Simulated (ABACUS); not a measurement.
# C (Fd-3m) in ABACUS: equation of state

Aim: energy against volume of C in PBE, for its equilibrium volume and stiffness.

Program: ABACUS 3.10.1. These are calculated values, not measurements. Logs are shortened: lines on timing, memory, paths and dates and some standing lists are left out, and cuts for length are marked.

**What was measured.**

From “Equation of state of cubic boron nitride at high pressures and temperatures”, 2007, arxiv:cond-mat/0702656, for a bulk crystal of C: bulk modulus 444.8 ± 0.8 GPa.

The runs below are set against these values where they give the same quantity.

## Step 1: Starting point

The structure is cubic, space group Fd-3m (No. 227). Conventional cell: a = 3.567 Å, b = 3.567 Å, c = 3.567 Å, α = 90.00°, β = 90.00°, γ = 90.00°. Around C (site symmetry -43m) lie 4 C at 1.54 Å.

This isn't the form of C at room conditions, which is graphite.

## Step 2: Equation of state, PBE, 5.33 Å³/atom (volume scaled by 0.94)

INPUT

```
INPUT_PARAMETERS
suffix              C
calculation         scf
basis_type          pw
pseudo_dir          ./
symmetry            1
dft_functional      pbe
ecutwfc             82
pseudo_rcut         10
nspin               1
nbands              8
ks_solver           dav
smearing_method     fd
smearing_sigma      0.00367493
scf_thr             1e-08
scf_nmax            100
mixing_type         broyden
mixing_beta         0.7
cal_force           1
cal_stress          1
kpar                4
```

STRU

```
ATOMIC_SPECIES
C 12.0110 C.upf

LATTICE_CONSTANT
1.8897261246

LATTICE_VECTORS
0.0000000000 1.7469644787 1.7469644787
1.7469644787 0.0000000000 1.7469644787
1.7469644787 1.7469644787 0.0000000000

ATOMIC_POSITIONS
Direct

C
0.0
2
0.7500000000 0.7500000000 0.7500000000 1 1 1
0.5000000000 0.5000000000 0.5000000000 1 1 1
```

KPT

```
K_POINTS
0
Gamma
13 13 13 0 0 0
```

Potentials or basis: PseudoDojo NC SR 0.4.1 PBE standard, plane waves.

Command:

```sh
> OMP_NUM_THREADS=1 mpirun -np 4 abacus > log
```

running log:

```text
ABACUS v3.10.1

               Atomic-orbital Based Ab-initio Computation at UStc

 ------------------------------------------------------------------------------------

 READING GENERAL INFORMATION
                           global_out_dir = OUT.C/
                           global_in_card = INPUT
                               pseudo_dir = ./
                              orbital_dir =
                                    DSIZE = 4
                                    GSIZE = 1

 READING UNITCELL INFORMATION
                                    ntype = 1
                  lattice constant (Bohr) = 1.88973
              lattice constant (Angstrom) = 1

 READING ATOM TYPE 1
                               atom label = C
                      L=0, number of zeta = 1
                      L=1, number of zeta = 1
                      L=2, number of zeta = 1
             number of atom for this type = 2

                        TOTAL ATOM NUMBER = 2
DIRECT COORDINATES
    atom                   x                   y                   z     mag                  vx                  vy                  vz
taud_C1            0.7500000000        0.7500000000        0.7500000000  0.0000        0.0000000000        0.0000000000        0.0000000000
taud_C2            0.5000000000        0.5000000000        0.5000000000  0.0000        0.0000000000        0.0000000000        0.0000000000

                          Volume (Bohr^3) = 71.958
                             Volume (A^3) = 10.6631

 Lattice vectors: (Cartesian coordinate: in unit of a_0)
                   +0            +1.74696            +1.74696
             +1.74696                  +0            +1.74696
             +1.74696            +1.74696                  +0
 Reciprocal vectors: (Cartesian coordinate: in unit of 2 pi/a_0)
            -0.286211           +0.286211           +0.286211
            +0.286211           -0.286211           +0.286211
            +0.286211           +0.286211           -0.286211
 The esolver type has been set to : ksdft_pw

                PAO radial cut off (Bohr) = 10

 Read in pseudopotential file is C.upf
                     pseudopotential type = NC
          exchange-correlation functional = PBE
                 nonlocal core correction = 1
                        valence electrons = 4
                                     lmax = 1
                           number of zeta = 2
                     number of projectors = 4
                           L of projector = 0
                           L of projector = 0
                           L of projector = 1
                           L of projector = 1
     initial pseudo atomic orbital number = 8

 SETUP THE ELECTRONS NUMBER
             electron number of element C = 4
       total electron number of element C = 8
            AUTOSET number of electrons:  = 8
                           occupied bands = 4
                                   NBANDS = 8
                                   NLOCAL = 18

 SETUP THE PLANE WAVE BASIS
 energy cutoff for charge/potential (unit:Ry) = 328
            fft grid for charge/potential = [ 27, 27, 27 ]
                        fft grid division = [ 1, 1, 1 ]
        big fft grid for charge/potential = [ 27, 27, 27 ]
                                     nbxx = 19683
                                     nrxx = 19683

 SETUP PLANE WAVES FOR CHARGE/POTENTIAL
                    number of plane waves = 7239
                         number of sticks = 499

 PARALLEL PW FOR CHARGE/POTENTIAL
     PROC   COLUMNS(POT)             PW
        1            499           7239
 --------------- sum -------------------
        1            499           7239
                            number of |g| = 123
                                  max |g| = 29.49
                                  min |g| = 0

----------- Double Check Mixing Parameters Begin ------------
mixing_type: broyden
mixing_beta: 0.7
mixing_gg0: 1
mixing_gg0_min: 0.1
mixing_ndim: 8
----------- Double Check Mixing Parameters End ------------

 LATTICE VECTORS: (CARTESIAN COORDINATE: IN UNIT OF A0)
                   +0            +1.74696            +1.74696
             +1.74696                  +0            +1.74696
             +1.74696            +1.74696                  +0
                       right hand lattice = 1
                                   NORM_A = 2.47058
                                   NORM_B = 2.47058
                                   NORM_C = 2.47058
                           ALPHA (DEGREE) = 60
                           BETA  (DEGREE) = 60
                           GAMMA (DEGREE) = 60

 The lattice vectors have been changed (STRU_SIMPLE.cif)

(for optimal symmetric configuration:)
                             BRAVAIS TYPE = 3
                     BRAVAIS LATTICE NAME = 03. Cubic F (face-centered)
                                    ibrav = 3
                                    IBRAV = 3
                                  BRAVAIS = FACE CENTERED CUBIC
                       LATTICE CONSTANT A = 3.49393
Original cell was already a primitive cell.
                        ROTATION MATRICES = 48
              PURE POINT GROUP OPERATIONS = 24
                   SPACE GROUP OPERATIONS = 48
                                       C2 = 3
                                       C3 = 8
                                       C4 = 0
                                       C6 = 0
                                       S1 = 6
                                       S3 = 0
                                       S4 = 6
                                       S6 = 0
                              POINT GROUP = T_d
               POINT GROUP IN SPACE GROUP = O_h

 SETUP K-POINTS
                                    nspin = 1
                   Input type of k points = Monkhorst-Pack(Gamma)
                                   nkstot = 2197
                       right hand lattice = 1
(for reciprocal lattice: )
                             BRAVAIS TYPE = 2
                     BRAVAIS LATTICE NAME = 02. Cubic I (body-centered)
                                    ibrav = 2
                       right hand lattice = 1
(for k-lattice: )
                             BRAVAIS TYPE = 2
                     BRAVAIS LATTICE NAME = 02. Cubic I (body-centered)
                                    ibrav = 2
                       right hand lattice = 1
                        ROTATION MATRICES = 48
                               nkstot_ibz = 84
K-POINTS REDUCTION ACCORDING TO SYMMETRY
     IBZ    DIRECT_X    DIRECT_Y    DIRECT_Z  WEIGHT  ibz2bz
       1  0.00000000  0.00000000  0.00000000  0.0005       0
       2  0.07692308  0.07692308  0.07692308  0.0036       1
       3  0.15384615  0.15384615  0.15384615  0.0036       2
       4  0.23076923  0.23076923  0.23076923  0.0036       3
       5  0.30769231  0.30769231  0.30769231  0.0036       4
       6  0.38461538  0.38461538  0.38461538  0.0036       5
[... 22 lines left out ...]
      29  0.30769231  0.15384615  0.15384615  0.0055      37
      30  0.23076923  0.23076923  0.00000000  0.0027      42
[... 54 further k points ...]

                               nkstot now = 84
[... K-POINTS DIRECT COORDINATES: 84 rows ...]

           k-point number in this process = 21
       minimum distributed K point number = 21
[... stars of the k points ...]

[... K-POINTS CARTESIAN COORDINATES: 21 rows ...]

[... K-POINTS DIRECT COORDINATES: 21 rows ...]

 SETUP PLANE WAVES FOR WAVE FUNCTIONS
     energy cutoff for wavefunc (unit:Ry) = 82
              fft grid for wave functions = [ 27, 27, 27 ]
                    number of plane waves = 1411
                         number of sticks = 163

 PARALLEL PW FOR WAVE FUNCTIONS
     PROC   COLUMNS(POT)             PW
        1            163           1411
 --------------- sum -------------------
        1            163           1411

 SETUP NONLOCAL PSEUDOPOTENTIALS IN PLANE WAVE BASIS
 C non-local projectors:
 projector 1 L=0
 projector 2 L=0
 projector 3 L=1
 projector 4 L=1
      TOTAL NUMBER OF NONLOCAL PROJECTORS = 16

 Init Non-Local PseudoPotential table :
 Init Non-Local-Pseudopotential done.

                                     npwx = 917

 Make real space PAO into reciprocal space.
       max mesh points in Pseudopotential = 1001
     dq(describe PAO in reciprocal space) = 0.01
                                    max q = 1091

 number of pseudo atomic orbitals for C is 2
WARNING: norm of atomic wavefunction # 2 of atomic type C is 0.999989, renormalized

 -------------------------------------------
 SELF-CONSISTENT
 -------------------------------------------
                                 init_chg = atomic

 PW ALGORITHM --------------- ION=   1  ELEC=   1--------------------------------

 Density error is 0.134370926342
                          Error Threshold = 0.01
----------------------------------------------------------
     Energy           Rydberg                 eV
----------------------------------------------------------
 E_KohnSham     -24.0629305331       -327.3929658279
 E_Harris       -23.6022971161       -321.1257266684
 E_Fermi        1.1621070306         15.8112773024
----------------------------------------------------------
[... 51 lines left out ...]
 Density error is 4.79329547497e-09
                          Error Threshold = 5.85844036437e-10
----------------------------------------------------------
     Energy           Rydberg                 eV
----------------------------------------------------------
 E_KohnSham     -24.0705703643       -327.4969110645
 E_KS(sigma->0) -24.0705703643       -327.4969110645
 E_Harris       -24.0706556867       -327.4980719349
 E_band         3.0158027594         41.0321015717
 E_one_elec     8.9562851874         121.8565114620
 E_Hartree      1.8693797017         25.4342156680
 E_xc           -8.7885880786        -119.5748752437
 E_Ewald        -26.1076471748       -355.2127629509
 E_entropy(-TS) -0.0000000000        -0.0000000000
 E_descf        0.0000000000         0.0000000000
 E_exx          0.0000000000         0.0000000000
 E_Fermi        1.2626832604         17.1796871112
----------------------------------------------------------

 charge density convergence is achieved
 final etot is -327.49691106 eV
 EFERMI = 17.179687111 eV

 STATE ENERGY(eV) AND OCCUPATIONS    NSPIN == 1
 1/21 kpoint (Cartesian) = 0.0000 0.0000 0.0000 (893 pws)
       1       -7.83560    0.000910332
       2        14.5063    0.000910332
       3        14.5063    0.000910332
       4        14.5063    0.000910332
       5        20.3053    6.45953e-31
       6        20.3053    6.45953e-31
       7        20.3053    6.45953e-31
       8        29.2809        0.00000

 2/21 kpoint (Cartesian) = 0.022016 0.022016 0.022016 (917 pws)
       1       -7.66483     0.00728266
       2        13.3853     0.00728266
       3        14.2068     0.00728266
       4        14.2068     0.00728266
       5        20.6964    2.07445e-33
       6        20.6964    2.07445e-33
       7        21.0005    4.73728e-36
       8        29.3793        0.00000
[... 31 lines left out ...]
 6/21 kpoint (Cartesian) = 0.11008 0.11008 0.11008 (911 pws)
       1       -3.68106     0.00728266
       2        3.02651     0.00728266
       3        11.7738     0.00728266
       4        11.7738     0.00728266
       5        23.2440    1.54220e-55
       6        23.2440    1.54220e-55
       7        24.0760    9.15305e-63
       8        30.6878        0.00000

[... levels at 15 further k points ...]

------------------------------------------------------------------------------------------
 TOTAL-FORCE (eV/Angstrom)
------------------------------------------------------------------------------------------
                        C1         0.0000000000         0.0000000000         0.0000000000
                        C2         0.0000000000         0.0000000000         0.0000000000
------------------------------------------------------------------------------------------

----------------------------------------------------------------
 TOTAL-STRESS (KBAR)
----------------------------------------------------------------
       323.2548499343         0.0000000000         0.0000000000
         0.0000000000       323.2548499343        -0.0000000000
         0.0000000000        -0.0000000000       323.2548499343
----------------------------------------------------------------
 TOTAL-PRESSURE: 323.254850 KBAR

 --------------------------------------------
 !FINAL_ETOT_IS -327.4969110645417345 eV
 --------------------------------------------
```

Run time: 5.6 s. Hardware: 4 MPI ranks of Intel Xeon Platinum 8259CL at 2.50GHz (Skylake/Cascade Lake), shared host; peak memory 0.2 GiB.

What came out:

* Free energy: -327.4969 eV
* Pressure: 32.3 GPa
* Band gap on the k mesh: 4.34 eV, indirect (least direct gap 5.80 eV)

Caveat: an odd mesh through Γ misses points on the zone boundary, where band edges often lie.

[end of part 1 of 2]
